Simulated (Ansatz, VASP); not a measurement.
# Two plane-wave programs on GaAs

```
Ga As
1.0
     0.00000    2.87509    2.87509
     2.87509    0.00000    2.87509
     2.87509    2.87509    0.00000
Ga As
1 1
Cartesian
  0.0000 0.0000 0.0000
  4.3126 4.3126 4.3126
```

The cell is a database's computed one.

Alike in both runs: task relaxation of cell and atoms; functional LDA; k mesh 10 × 10 × 10; occupations gaussian, width 0.1 eV; no spin polarisation.

|  | VASP | Ansatz |
| --- | --- | --- |
| version | VASP 6.6.1 | Ansatz 0.2.0 |
| potentials or method | VASP PAW LDA potentials, release 64 (Ga_d, As) | scalar-relativistic, plane waves, PAW |
| plane-wave cutoff (eV) | 600 | 420 |
| valence electrons in the cell | 18 | 28 |

Ansatz gave:

```
gap on the k mesh at the Fermi level, each at its own relaxed structure (eV) : 0.49
relaxed volume (Å³/atom)                                                     : 21.99
relaxed cell length with the largest relative difference (Å)                 : 3.962
energy change over the relaxation (meV/atom)                                 : -29
```

Problem. Which values does VASP return?

Solution. gap on the k mesh at the Fermi level, each at its own relaxed structure (eV): 0.50; relaxed volume (Å³/atom): 22.09; relaxed cell length with the largest relative difference (Å): 3.968; energy change over the relaxation (meV/atom): -26.

The two sets of potentials don't hold the same shells in valence. Ansatz warned: «pseudo_functional_mismatch».

A k mesh can miss the band edges. A hybrid or GW would open this gap; LDA tends to underestimate it.
